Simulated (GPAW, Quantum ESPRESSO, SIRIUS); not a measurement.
**One calculation of Au, 3 ways**

```
CELL_PARAMETERS angstrom
0.00000 2.03500 2.03500
2.03500 0.00000 2.03500
2.03500 2.03500 0.00000
ATOMIC_POSITIONS crystal
Au 0.00000 0.00000 0.00000
```

Alike in all runs: task equation of state; functional PBE; dispersion D3(BJ); k mesh 11 × 11 × 11; occupations fermi-dirac, width 0.05 eV; no spin polarisation; no spin-orbit coupling.

| program and potentials | plane-wave cutoff (eV) | notes | equilibrium volume (Å³/atom) | bulk modulus (GPa) |
| --- | --- | --- | --- | --- |
| Quantum ESPRESSO, PseudoDojo 0.4.1 SR PBE standard | 1034 | - | ? | ? |
| GPAW, GPAW PAW data sets (gpaw-data 1.2.1) | 600 | - | 17.49 | 161.7 |
| SIRIUS, all-electron FP-LAPW, apw+lo standard | - | - | 17.24 | 167.3 |

Problem. Estimate from the other rows what the run with Quantum ESPRESSO, PseudoDojo 0.4.1 SR PBE standard gave.

Solution. Equilibrium volume 17.38 Å³/atom; bulk modulus 161.4 GPa. The other rows, which needn't bracket it: equilibrium volume 17.24 to 17.49; bulk modulus 161.7 to 167.3.
